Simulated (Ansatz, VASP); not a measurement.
# SrO: VASP beside Ansatz, part 2 of 3

One calculation is typed for both programs; each brings its own data sets and cutoff. How far apart do they land? The cell is taken from a series of VASP runs on this material, whose earlier steps may have relaxed, scaled or displaced it; both programs get it as it stands.

VASP 6.6.1 and Ansatz 0.2.0.

So far. Step 2 (Ansatz: elastic constants, LDA): The run ends at a pressure of -0.79 GPa.

## 3. VASP: elastic constants, LDA

Level of this step: LDA; plane waves and PAW (Sr_sv, O) (VASP).

The same cell, functional (in two slightly different forms), mesh and smearing now go to VASP, with its own data sets and cutoff.

Lines of VASP's logs that name or quote its potential files are left out, and so is its time.

File INCAR:

```
SYSTEM = SrO
PREC = Accurate
ENCUT = 800
EDIFF = 1E-08
NELM = 100
ISMEAR = 0
SIGMA = 0.03
LREAL = .FALSE.
ALGO = Normal
GGA = CA
NBANDS = 14
LORBIT = 11
LWAVE = .FALSE.
LCHARG = .FALSE.
KPAR = 4
IBRION = 6
NFREE = 2
POTIM = 0.015
ISIF = 3
NSW = 1
```

File POSCAR:

```
SrO
1.0
    0.0000000000      2.5386124071      2.5386124071
    2.5386124071      0.0000000000      2.5386124071
    2.5386124071      2.5386124071      0.0000000000
Sr O
1 1
Direct
    0.0000000000      0.0000000000      0.0000000000
    0.5000000000      0.5000000000      0.5000000000
```

File KPOINTS:

```
Automatic mesh
0
Gamma
8 8 8
0 0 0
```

Potentials, in the order of the species: Sr_sv and O (LDA family, release 64).

The run is started by

```console
mpirun -np 4 vasp_std
```

Numbers of over 12 decimals in the logs are rounded to 6 here.

Log:

```text
[banner, memory and clock lines left out]
running    4 mpi-ranks, on    1 nodes
 distrk:  each k-point on    1 cores,    4 groups
 distr:  one band on    1 cores,    1 groups

 POSCAR found type information on POSCAR SrO
 POSCAR found :  2 types and       2 ions
 LDA part: xc-table for (Slater(with rela. corr.)+CA(PZ))
 , standard interpolation
 POSCAR, INCAR and KPOINTS ok, starting setup
 FFT: planning ... GRIDC
 FFT: planning ... GRID_SOFT
 FFT: planning ... GRID
 WAVECAR not read
 entering main loop
       N       E                     dE             d eps       ncg     rms          rms(c)
DAV:   1     0.987954342661E+02    0.98795E+02   -0.11070E+04   812   0.158E+03
DAV:   2    -0.110103347280E+02   -0.10981E+03   -0.99445E+02  1086   0.288E+02
DAV:   3    -0.154472170992E+02   -0.44369E+01   -0.44038E+01   998   0.550E+01
DAV:   4    -0.155872095117E+02   -0.13999E+00   -0.13996E+00  1126   0.844E+00
DAV:   5    -0.155881908220E+02   -0.98131E-03   -0.98130E-03   962   0.698E-01    0.185E+01
DAV:   6    -0.136078003076E+02    0.19804E+01   -0.68418E+00   830   0.210E+01    0.223E+01
DAV:   7    -0.134427303289E+02    0.16507E+00   -0.38646E-01   962   0.555E+00    0.124E+01
DAV:   8    -0.133932901200E+02    0.49440E-01   -0.13739E-01  1016   0.355E+00    0.137E+00
DAV:   9    -0.133942027676E+02   -0.91265E-03   -0.58531E-03  1180   0.483E-01    0.291E-01
DAV:  10    -0.133941038328E+02    0.98935E-04   -0.32279E-04   908   0.201E-01    0.148E-01
DAV:  11    -0.133941240064E+02   -0.20174E-04   -0.48066E-05   914   0.644E-02    0.185E-02
DAV:  12    -0.133941254968E+02   -0.14903E-05   -0.33257E-06   936   0.148E-02    0.106E-02
DAV:  13    -0.133941252169E+02    0.27990E-06   -0.12894E-06   962   0.857E-03    0.209E-03
DAV:  14    -0.133941252302E+02   -0.13355E-07   -0.59512E-08   898   0.223E-03    0.967E-04
DAV:  15    -0.133941252298E+02    0.45497E-09   -0.12026E-09   492   0.361E-04
   1 F= -.13394125E+02 E0= -.13394125E+02  d E =-.812523E-14
[... from here on, the cycles between the ionic steps are left out ...]
   2 F= -.13389647E+02 E0= -.13389647E+02  d E =-.225188E-18
   3 F= -.13388852E+02 E0= -.13388852E+02  d E =-.113244E-33
   9 F= -.13392835E+02 E0= -.13392835E+02  d E =-.910949E-16
  10 F= -.13392835E+02 E0= -.13392835E+02  d E =-.909684E-16
  11 F= -.13392835E+02 E0= -.13392835E+02  d E =-.910605E-16
  12 F= -.13392835E+02 E0= -.13392835E+02  d E =-.908970E-16
  13 F= -.13392835E+02 E0= -.13392835E+02  d E =-.911501E-16
  14 F= -.13393856E+02 E0= -.13393856E+02  d E =-.550008E-14
  15 F= -.13393856E+02 E0= -.13393856E+02  d E =-.553342E-14
  16 F= -.13393858E+02 E0= -.13393858E+02  d E =-.548075E-14
 Finite differences progress:
  Degree of freedom:   8/  8
  Displacement:        1/  2
  Total:              15/ 16
 bond charge predicted
       N       E                     dE             d eps       ncg     rms          rms(c)
DAV:   1    -0.133931986499E+02    0.65897E-03   -0.38430E+00  1652   0.130E+01    0.376E-01
DAV:   2    -0.133943910598E+02   -0.11924E-02   -0.24280E-02  2060   0.117E+00    0.316E-01
DAV:   3    -0.133938664736E+02    0.52459E-03   -0.12234E-03  1846   0.309E-01    0.972E-02
DAV:   4    -0.133938627314E+02    0.37422E-05   -0.22013E-04  1916   0.121E-01    0.293E-02
DAV:   5    -0.133938591154E+02    0.36160E-05   -0.11821E-05  1814   0.297E-02    0.159E-02
DAV:   6    -0.133938576387E+02    0.14768E-05   -0.34827E-06  1928   0.204E-02    0.432E-03
DAV:   7    -0.133938576216E+02    0.17082E-07   -0.66617E-07  1778   0.685E-03    0.133E-03
DAV:   8    -0.133938576223E+02   -0.74851E-09   -0.17369E-08  1504   0.137E-03
  17 F= -.13393858E+02 E0= -.13393858E+02  d E =-.552608E-14
 Finite differences progress:
  Degree of freedom:   8/  8
  Displacement:        2/  2
  Total:              16/ 16
```

OUTCAR, selected parts (step 3):

```text
ion  position               nearest neighbor table
   1  0.000  0.000  0.000-   2 2.54   2 2.54   2 2.54   2 2.54   2 2.54   2 2.54
   2  0.500  0.500  0.500-   1 2.54   1 2.54   1 2.54   1 2.54   1 2.54   1 2.54

  LATTYP: Found a face centered cubic cell.
 ALAT       =     5.0772248142

 Subroutine GETGRP returns: Found 48 space group operations
 (whereof 48 operations were pure point group operations)

The static configuration has the point symmetry O_h .

 Found     29 irreducible k-points:

   k-points           NKPTS =     29   k-points in BZ     NKDIM =     29   number of bands    NBANDS=     14

   dimension x,y,z NGX =    36 NGY =   36 NGZ =   36
   dimension x,y,z NGXF=    72 NGYF=   72 NGZF=   72

   ENCUT  =  800.0 eV  58.80 Ry    7.67 a.u.   8.28  8.28  8.28*2*pi/ulx,y,z

   NELECT =      16.0000    total number of electrons

 k-points in reciprocal lattice and weights: Automatic mesh
   0.00000000  0.00000000  0.00000000       0.002
   0.12500000  0.00000000  0.00000000       0.016
   0.25000000  0.00000000  0.00000000       0.016
   0.37500000  0.00000000  0.00000000       0.016
   0.50000000  0.00000000  0.00000000       0.008
   0.12500000  0.12500000  0.00000000       0.012
   0.25000000  0.12500000  0.00000000       0.047
   0.37500000  0.12500000  0.00000000       0.047
   0.50000000  0.12500000  0.00000000       0.047
[...]
-0.37500000  0.50000000  0.12500000       0.023
  -0.25000000  0.50000000  0.25000000       0.012

 average (electrostatic) potential at core
       1 -35.9686       2 -71.7395

 E-fermi :   1.6740

 k-point     1 :       0.0000    0.0000    0.0000
  band No.  band energies     occupation
    ...
      4     -12.1111      2.00000
      5     -12.1105      2.00000
      6       1.5282      2.00000
      7       1.5282      2.00000
      8       1.5284      2.00000
      9       5.6073      0.00000
     10       7.7145      0.00000
     11       7.7154      0.00000
     12       7.7154      0.00000
     13      10.0278      0.00000
    ...

 k-point     2 :       0.1250    0.0000    0.0000
  band No.  band energies     occupation
    ...
      4     -12.1250      2.00000
      5     -11.7558      2.00000
      6       1.0453      2.00000
      7       1.3117      2.00000
      8       1.3124      2.00000
      9       6.3298      0.00000
     10       7.5528      0.00000
     11       8.0393      0.00000
     12       8.0396      0.00000
     13      10.4682      0.00000
    ...

 k-point     3 :       0.2500    0.0000    0.0000
  band No.  band energies     occupation
    ...
      4     -12.1581      2.00000
      5     -11.2545      2.00000
      6       0.1658      2.00000
      7       0.8480      2.00000
      8       0.8485      2.00000
      9       7.5091      0.00000
     10       7.8925      0.00000
     11       8.9231      0.00000
     12       8.9232      0.00000
     13      11.5626      0.00000
    ...

  Total        0.0106891      0.0044319      0.0044319      0.0000000      0.0000000      0.0000000
  in kB        0.5233980      0.2170102      0.2170102      0.0000000      0.0000000      0.0000000
  external PRESSURE =       0.3191395 kB  Pullay stress =       0.0000000 kB

  energy-cutoff  :      800.00
  volume of cell :       32.72
      direct lattice vectors                 reciprocal lattice vectors
     0.000000000  2.538612407  2.538612407    -0.196957991  0.196957991  0.196957991
     2.538612407  0.000000000  2.538612407     0.196957991 -0.196957991  0.196957991
     2.538612407  2.538612407  0.000000000     0.196957991  0.196957991 -0.196957991

 POSITION                                       TOTAL-FORCE (eV/Angst)
 -----------------------------------------------------------------------------------
      0.00000      0.00000      0.00000        -0.035815      0.000000      0.000000
      2.52361      2.53861      2.53861         0.035815      0.000000      0.000000
 -----------------------------------------------------------------------------------
    total drift:                               -0.000171      0.000000      0.000000

  FREE ENERGIE OF THE ION-ELECTRON SYSTEM (eV)
  ---------------------------------------------------
  free  energy   TOTEN  =       -13.3938576223 eV

  energy  without entropy=      -13.3938576223  energy(sigma->0) =      -13.39385762

  SYMMETRIZED ELASTIC MODULI (kBar)
 Direction    XX          YY          ZZ          XY          YZ          ZX
 --------------------------------------------------------------------------------
 XX        2123.7529    515.8603    515.8603     -0.0000     -0.0000      0.0000
 YY         515.8603   2123.7529    515.8603     -0.0000     -0.0000     -0.0000
 ZZ         515.8603    515.8603   2123.7529      0.0000     -0.0000      0.0000
 XY          -0.0000     -0.0000      0.0000    563.4939      0.0000      0.0000
 YZ          -0.0000     -0.0000     -0.0000      0.0000    563.4939      0.0000
 ZX           0.0000     -0.0000      0.0000      0.0000      0.0000    563.4939
 --------------------------------------------------------------------------------

 Eigenvectors and eigenvalues of the dynamical matrix
 ----------------------------------------------------

   1 f  =    6.566194 THz    41.256615 2PiTHz  219.024661 cm-1    27.155585 meV
             X         Y         Z           dx          dy          dz
      0.000000  0.000000  0.000000    -0.393271    0.000000    0.000000
      2.538612  2.538612  2.538612     0.919423    0.000000    0.000000

   2 f  =    6.566194 THz    41.256615 2PiTHz  219.024661 cm-1    27.155585 meV
             X         Y         Z           dx          dy          dz
      0.000000  0.000000  0.000000     0.000000    0.393271    0.000000
      2.538612  2.538612  2.538612     0.000000   -0.919423    0.000000

   3 f  =    6.566194 THz    41.256615 2PiTHz  219.024661 cm-1    27.155585 meV
             X         Y         Z           dx          dy          dz
      0.000000  0.000000  0.000000     0.000000    0.000000   -0.393271
      2.538612  2.538612  2.538612     0.000000    0.000000    0.919423

   4 f/i=    0.002283 THz     0.014345 2PiTHz    0.076153 cm-1     0.009442 meV
             X         Y         Z           dx          dy          dz
      0.000000  0.000000  0.000000     0.000000   -0.919423    0.000000
      2.538612  2.538612  2.538612     0.000000   -0.393271    0.000000

   5 f/i=    0.002283 THz     0.014345 2PiTHz    0.076153 cm-1     0.009442 meV
             X         Y         Z           dx          dy          dz
      0.000000  0.000000  0.000000     0.000000    0.000000    0.919423
      2.538612  2.538612  2.538612     0.000000    0.000000    0.393271

   6 f/i=    0.002283 THz     0.014345 2PiTHz    0.076153 cm-1     0.009442 meV
             X         Y         Z           dx          dy          dz
      0.000000  0.000000  0.000000    -0.919423    0.000000    0.000000
      2.538612  2.538612  2.538612    -0.393271    0.000000    0.000000

 ELASTIC MODULI CONTR FROM IONIC RELAXATION (kBar)
 Direction    XX          YY          ZZ          XY          YZ          ZX
 --------------------------------------------------------------------------------
 XX           0.0000      0.0000      0.0000      0.0000      0.0000      0.0000
 YY           0.0000      0.0000      0.0000      0.0000      0.0000      0.0000
 ZZ           0.0000      0.0000      0.0000      0.0000      0.0000      0.0000
 XY           0.0000      0.0000      0.0000      0.0000      0.0000      0.0000
 YZ           0.0000      0.0000      0.0000      0.0000      0.0000      0.0000
 ZX           0.0000      0.0000      0.0000      0.0000      0.0000      0.0000
 --------------------------------------------------------------------------------

 TOTAL ELASTIC MODULI (kBar)
 Direction    XX          YY          ZZ          XY          YZ          ZX
 --------------------------------------------------------------------------------
 XX        2123.7529    515.8603    515.8603     -0.0000     -0.0000      0.0000
 YY         515.8603   2123.7529    515.8603     -0.0000     -0.0000     -0.0000
 ZZ         515.8603    515.8603   2123.7529      0.0000     -0.0000      0.0000
 XY          -0.0000     -0.0000      0.0000    563.4939      0.0000      0.0000
 YZ          -0.0000     -0.0000     -0.0000      0.0000    563.4939      0.0000
 ZX           0.0000     -0.0000      0.0000      0.0000      0.0000    563.4939
 --------------------------------------------------------------------------------

 total charge
# of ion       s       p       d       tot
------------------------------------------
    1        2.020   5.817   0.281   8.118
    2        1.538   3.417   0.000   4.955
--------------------------------------------------
tot          3.558   9.234   0.281  13.073

[... 3 further parts left out ...]
```

The last energy, forces, stress and levels in OUTCAR belong to the last displaced cell, not to the cell of POSCAR.

## 4. Comparison

Known differences besides the potentials themselves: the two LDA forms differ slightly; the cutoff is 420 eV in Ansatz and 800 eV in VASP; VASP's log shows a relativistic correction to its local exchange, Ansatz's none. Total energies have different zeros and are not compared.

The two programs side by side:

```csv
quantity,Ansatz,VASP,difference
C11 (GPa),200.6,212.4,-5.57 %
C22 (GPa),200.6,212.4,-5.57 %
C33 (GPa),200.6,212.4,-5.57 %
C12 (GPa),50.9,51.6,-1.38 %
C13 (GPa),50.9,51.6,-1.38 %
C23 (GPa),50.9,51.6,-1.38 %
C44 (GPa),56.2,56.4,-0.28 %
C55 (GPa),56.2,56.4,-0.28 %
C66 (GPa),56.2,56.4,-0.28 %
```

## 5. What the set-up changes

Further runs change the set-up of one program: Ansatz's method, potentials or start, or VASP's data sets, cutoff or form of LDA. The table gives Ansatz less VASP for each quantity, since a change that brings one quantity closer may part another.

```csv
run,C11 (%),C22 (%),C33 (%),C12 (%),C13 (%),C23 (%)
as above,-5.6,-5.6,-5.6,-1.4,-1.4,-1.4
cores kept as stored,-5.3,-5.3,-5.3,-1.1,-1.1,-1.1
Ansatz's larger PAW set (cutoff 900 eV),-5.3,-5.3,-5.3,-1.5,-1.5,-1.5
norm-conserving potentials (cutoff 1143 eV),-6.0,-6.0,-6.0,-2.3,-2.3,-2.3
```

[end of part 2 of 3]

[Lines on the potential files, build, host, timing and source positions are cut from VASP's logs without a mark.]

[Logs are printed without paths, hosts, clocks, repeated set-up lines and the standing remarks that a program may print on its own settings, such as how far it seeks lower states.]

[Hosts, paths, dates, database ids (printed as entryN), source tags and the programs' standing remarks are cut or masked in the printed files.]
